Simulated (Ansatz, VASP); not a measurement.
Cr in VASP and in Ansatz

```xyz
3
Lattice="4.1453 0.0000 0.0000 -2.0726 3.5899 0.0000 0.0000 0.0000 2.2461" Properties=species:S:1:pos:R:3 pbc="T T T"
Cr    4.1453    0.0000    0.0000
Cr    0.0000    2.3933    1.1230
Cr    2.0726    1.1966    1.1230
```

Alike in both runs: task single point; functional RPBE; k mesh 10 × 10 × 15; occupations fermi-dirac, width 0.1 eV; no spin polarisation.

|  | VASP | Ansatz |
| --- | --- | --- |
| version | VASP 6.6.1 | Ansatz 0.2.0 |
| potentials or method | VASP PAW PBE potentials, release 64 (Cr_pv) | plane waves (420 eV) with PAW, scalar-relativistic |
| plane-wave cutoff (eV) | 520 | 420 |
| valence electrons in the cell | 36 | 42 |

|  | VASP | Ansatz | Ansatz less VASP |
| --- | --- | --- | --- |
| pressure (GPa) | 21.8 | 22.0 | +0.25 |
| largest component of the traceless stress (GPa) | 1.47 | 1.38 | -0.087 |

The two sets of potentials don't hold the same shells in valence.

Caveats: so large a pressure means that the cell lies far from this level's equilibrium, or that cutoff or potentials fall short (VASP); the potentials were made for another functional, which shifts forces and pressure (VASP); the run has no spin polarisation, though such a crystal can be magnetic. Spin polarisation is off, so any magnetic state and its effect on volume and gap are missing.
